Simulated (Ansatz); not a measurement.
Hf: what relativity and spin–orbit coupling change

```xyz
1
Lattice="-1.8050 1.8050 1.8050 1.8050 -1.8050 1.8050 1.8050 1.8050 -1.8050" Properties=species:S:1:pos:R:3 pbc="T T T"
Hf    0.0000    0.0000    0.0000
```

The cell comes from COD entry 1522789, which wasn't checked; take it as a given geometry.

One fixed cell is solved with PBE by all-electron LAPW in Ansatz 0.2.0 under different relativistic treatments. Pressure is positive in compression.

Sampling and basis: a Γ-centred 16×16×16 k mesh, Fermi–Dirac smearing of 0.08 eV, basis error target 1 meV/atom, no spin polarisation.

| setting | P (GPa) |
| --- | --- |
| scalar-relativistic | -4.77 |
| non-relativistic | ? |
| with spin–orbit coupling | ? |
| scalar-relativistic, point nuclei | -4.78 |
| scalar-relativistic, inner shells corrected to Dirac | -4.76 |

(1) What belongs in the row "with spin–orbit coupling", column "P (GPa)"?

(2) Give the missing entry: row "non-relativistic", column "P (GPa)".

Results:

(1) -4.99.

(2) -1.85.
